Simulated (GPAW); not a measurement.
SnSe2, 3 atoms in the cell. The structure is trigonal, space group P-3m1 (No. 164). The conventional cell has a = 3.811 Å, b = 3.811 Å, c = 6.136 Å, α = 90.00°, β = 90.00°, γ = 120.00°. Sn (site symmetry -3m) is surrounded by 6 Se at 2.68 Å. Se (site symmetry 3m) is surrounded by 3 Sn at 2.68 Å. 

```yaml
Program: GPAW 26.7.0
Task: relaxation of cell and atoms
Functional: r2SCAN
Potentials_or_basis: GPAW PAW data sets (gpaw-data 1.2.1)
Cutoff: 600 eV
Basis: pw
k_mesh: 6 × 6 × 3
Occupations: fermi-dirac, width 0.05 eV
Spin: no spin polarisation
Maxiter: 150
Optimizer: LBFGS
Fmax: 0.05 eV/Å
Max_steps: 40
Convergence: density=1e-06 energy=1e-06 eigenstates=1e-10
```

Potentials or basis: GPAW PAW data sets (gpaw-data 1.2.1), pw.

The run is started by

```sh
$ OMP_NUM_THREADS=1 python run.py
```

Hardware: 1 thread of Arm Neoverse V1 (shared host).

Problem. Estimate the wall time of this run.

Solution. Run time: 25 min on 1 thread of Arm Neoverse V1, on a shared host, peak memory 1.2 GiB. Counts: scf iterations 214, plane waves 2593, bands 24, k points 17, ion steps 13.
